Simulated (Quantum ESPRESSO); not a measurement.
**Si: zone-centre phonons and dielectric response under several settings**

```
CELL_PARAMETERS angstrom
0.00000 2.72185 2.72185
2.72185 0.00000 2.72185
2.72185 2.72185 0.00000
ATOMIC_POSITIONS crystal
Si 0.50000 0.50000 0.50000
Si 0.75000 0.75000 0.75000
```

All runs used Quantum ESPRESSO 7.5; k mesh 8 × 8 × 8, shifted; relaxed cell; no spin polarisation; occupations smeared at first, fixed for the response.

```tsv
level	potentials	cutoff (eV)	volume (Å³/atom)	ε∞ (mean)	ε0 (mean)
LDA	PseudoDojo 0.4.1 SR LDA standard	435	19.61	13.20	13.2
LDA	GBRV 1.5 LDA	612	?	?	?
```

Q: What stands in the row left open?

A: Volume 19.69 Å³/atom; ε∞ 13.27; ε0 13.3.
